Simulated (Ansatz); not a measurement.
Input of an Ansatz 0.2.0 run:

input.yaml

```yaml
crystal:
  lattice:
    - [1.45, -4.065, 0.0]
    - [1.45, 4.065, 0.0]
    - [0.0, 0.0, 3.17]
  atoms:
    - { symbol: Ga, position: [0.133, 0.867, 0.75] }
    - { symbol: Ga, position: [0.867, 0.133, 0.25] }
kpoints:
  mp_grid: { grid: [10, 10, 8] }
scf:
  occupations: { method: gaussian, width: 0.1 }
hamiltonian:
  xc: pbesol
  pseudopotentials: { kind: all_electron, lapw: { basis_error: 0.001 } }
output:
  forces: true
  stress: true
  eigenvalues: true
```

Potentials or basis: all-electron LAPW, scalar-relativistic.

Command:

```console
$ ansatz run input.yaml --threads 1 --pin off --max-ram 3072MiB --backend cpu --events-out ev --progress --plain --runs-dir out
```

Question: What does it give for the largest force?

Answer: 0.211 eV/Å.

Question: What does it give for the band gap on the k mesh?

Answer: None (metal or under the smearing width).

Question: Estimate the pressure.

Answer: -2.1 GPa.

Forces in eV/Å, atoms in the order of the input:
```
Ga   0.000 -0.211  0.000
Ga   0.000  0.211  0.000
```
